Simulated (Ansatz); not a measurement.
Runs of Ansatz 0.2.0 on CuI (Marshite). Symmetry: F-43m, No. 216, cubic system. The conventional cell has a = 6.063 Å, b = 6.063 Å, c = 6.063 Å, α = 90.00°, β = 90.00°, γ = 90.00°. I (site symmetry -43m) has 4 Cu at 2.63 Å as nearest neighbours. Cu (site symmetry -43m) has 4 I at 2.63 Å as nearest neighbours. 

| task | level | cell | cutoff (eV) | gap on the mesh (eV) | pressure (GPa) | relaxed volume (Å³/atom) |
| --- | --- | --- | --- | --- | --- | --- |
| relaxation of cell and atoms | LDA | relaxed | - | (b) | 0.0 | (c) |
| relaxation of cell and atoms | BLYP+D4 | relaxed | - | 1.23 | 0.0 | 27.21 |
| band structure | PBEsol | as given | 283 | 1.01 | (a) | - |
| relaxation of cell and atoms | PBEsol+D3(BJ) | relaxed | - | 1.29 | 0.0 | 25.16 |

Alike in all rows: potentials or basis all-electron LAPW, scalar-relativistic; no spin polarisation; k mesh 8 × 8 × 8; smearing fermi-dirac 0.05 eV; basis error allowed 0.001 eV/atom.

Estimate the missing entries.

(a) -2.6; (b) 1.22; (c) 25.19.

Caveats: spin-orbit coupling is left out, which moves the levels of the heavy elements.

A k mesh can miss the band edges, and the runs leave out spin-orbit coupling on I.

Runs at the PBE level aren't shown here.
